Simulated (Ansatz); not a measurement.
**MnS under changes of volume**

One of the cells (15.133 Å³/atom); the others are scaled copies at fixed shape and fractional positions:

```
Mn S
1.0
     0.00000    2.47346    2.47346
     2.47346    0.00000    2.47346
     2.47346    2.47346    0.00000
Mn S
1 1
Direct
  0.00000 0.00000 0.00000
  0.75000 0.75000 0.75000
```

The cell is a database's computed one.

```yaml
Program: Ansatz 0.2.0
Functional: PBEsol
Potentials_or_basis: Ansatz PAW
Cutoff: "420 eV (not typed: the program's choice for these potentials)"
k_mesh: 9 × 9 × 9
Occupations: fermi-dirac, width 0.05 eV
Spin: collinear spin, ferromagnetic start
Starting_moments: "[4.0, 0.0] μB"
```

```csv
volume (Å³/atom),energy over the lowest point (meV/atom),pressure (GPa)
14.225,?,?
14.527,2.78,3.1
14.830,0.00,-0.1
15.133,3.05,-3.0
15.435,11.31,-5.6
15.738,24.25,-7.9
16.041,41.34,-10.0
```

Question: What does the run at 14.225 Å³/atom give?

Answer: Energy over the lowest point 12.06 meV/atom; pressure 6.8 GPa.

Worked out: A Birch-Murnaghan fit of order 3 (a polynomial in V^(-2/3)) to the other rows has its minimum at 14.82 Å³/atom with B0 = V·E''(V) = 152 GPa and B' = 4.6. It gives 12.09 meV/atom at 14.225 Å³/atom, against the run's 12.06, and -dE/dV = 6.8 GPa, against 6.8.

Energies are extrapolated to zero smearing.

Caveats: the moment fell far below its start of 4 μB, so a state of higher moment may lie lower in energy; the PAW data sets come from PBE, with cores solved anew for the run's functional, which leaves a small shift of forces and pressure; the starting moments weren't kept.
